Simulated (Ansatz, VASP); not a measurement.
# One calculation of BiTe, two programs

Contents of INCAR:

```
SYSTEM = BiTe
PREC     = Accurate       ! precision mode
ENCUT    = 520            ! plane-wave cutoff, eV
EDIFF    = 1E-7           ! SCF threshold, eV
ISMEAR   = -1             ! smearing method
SIGMA    = 0.05           ! smearing width, eV
LREAL    = .FALSE.        ! projectors in reciprocal space
LASPH    = .TRUE.         ! aspherical terms in the spheres
NELM     = 80             ! most SCF steps
ALGO     = Normal         ! electronic algorithm
ISIF     = 2              ! what is computed and relaxed
LWAVE    = .FALSE.        ! write WAVECAR
LCHARG   = .FALSE.        ! write CHGCAR
GGA      = PE             ! functional
NBANDS   = 18             ! bands
```

KPOINTS

```
regular mesh
0
G
  7 7 7
  0 0 0
```

File POSCAR:

```
BiTe
1.0
    2.4702239101      1.4261844395      3.3823534125
   -2.4702239101      1.4261844395      3.3823534125
    0.0000000000     -2.8523688790      3.3823534125
Bi Te
1 1
Direct
    0.5000000000      0.5000000000      0.5000000000
    0.0000000000      0.0000000000      0.0000000000
```

File input.yaml:

```yaml
crystal:
  lattice:
    - [2.4702239101, 1.4261844395, 3.3823534125]
    - [-2.4702239101, 1.4261844395, 3.3823534125]
    - [0.0, -2.852368879, 3.3823534125]
  atoms:
    - { symbol: Bi, position: [0.5, 0.5, 0.5] }
    - { symbol: Te, position: [0.0, 0.0, 0.0] }
hamiltonian:
  xc: pbe
  pseudopotentials: { kind: paw, level: accurate }
kpoints:
  mp_grid: { grid: [7, 7, 7] }
scf:
  occupations: { method: fermi_dirac, width: 0.05 }
output:
  forces: true
  stress: true
  eigenvalues: true
  write_density: true
  write_potential: true
  elf: true
  volumetric_format: npy
```

The cell comes from a database or a generator and needn't be the stable form of this composition.

Alike in both runs: task single point; functional PBE; k mesh 7 × 7 × 7; occupations fermi-dirac, width 0.05 eV; no spin polarisation.

|  | VASP | Ansatz |
| --- | --- | --- |
| version | VASP 6.6.1 | Ansatz 0.2.0 |
| potentials or method | VASP PAW PBE potentials, release 64 (Bi_d, Te) | Ansatz PAW earlier set |
| plane-wave cutoff (eV) | 520 | 600 |
| valence electrons in the cell | 21 | 39 |

```csv
,VASP,Ansatz,Ansatz less VASP
gap on the k mesh at the Fermi level (eV),none,none,-
pressure (GPa),-2.4,-2.3,+0.09
largest component of the traceless stress (GPa),0.45,0.44,-0.009
```

A gap of «none» marks a metal or a gap that the smearing closes. The two sets of potentials don't hold the same shells in valence.

Caveats: spin-orbit coupling is left out, which moves the levels of the heavy elements.
